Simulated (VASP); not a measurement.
**GaAs under changes of volume**

One of the cells (23.041 Å³/atom); the others are scaled copies at fixed shape and fractional positions:

```
CELL_PARAMETERS angstrom
0.00000 2.84557 2.84557
2.84557 0.00000 2.84557
2.84557 2.84557 0.00000
ATOMIC_POSITIONS crystal
As 0.75000 0.75000 0.75000
Ga 0.00000 0.00000 0.00000
```

- Program: VASP 6.6.1
- Functional: PBE
- Potentials or basis: VASP PAW PBE potentials, release 64 (As, Ga_d)
- Cutoff: 520 eV
- k mesh: 8 × 8 × 8
- Occupations: fermi-dirac, width 0.05 eV
- Spin: no spin polarisation

```csv
volume (Å³/atom),energy over the lowest point (meV/atom),pressure (GPa),gap on the mesh (eV)
21.234,?,?,?
21.686,40.68,6.9,0.83
22.138,23.84,5.1,0.67
23.041,4.15,2.0,0.37
23.493,0.36,0.7,0.23
23.945,0.00,-0.4,0.09
```

What does the run at 21.234 Å³/atom give?

Energy over the lowest point 62.89 meV/atom; pressure 8.9 GPa; gap on the mesh 1.00 eV.

Worked out: A Birch-Murnaghan fit of order 3 (a polynomial in V^(-2/3)) to the other rows has its minimum at 23.76 Å³/atom with B0 = V·E''(V) = 60 GPa and B' = 4.8. It gives 62.94 meV/atom at 21.234 Å³/atom, against the run's 62.89, and -dE/dV = 8.9 GPa, against 8.9.

Energies are extrapolated to zero smearing.

Spin-orbit coupling on As, Ga is left out.
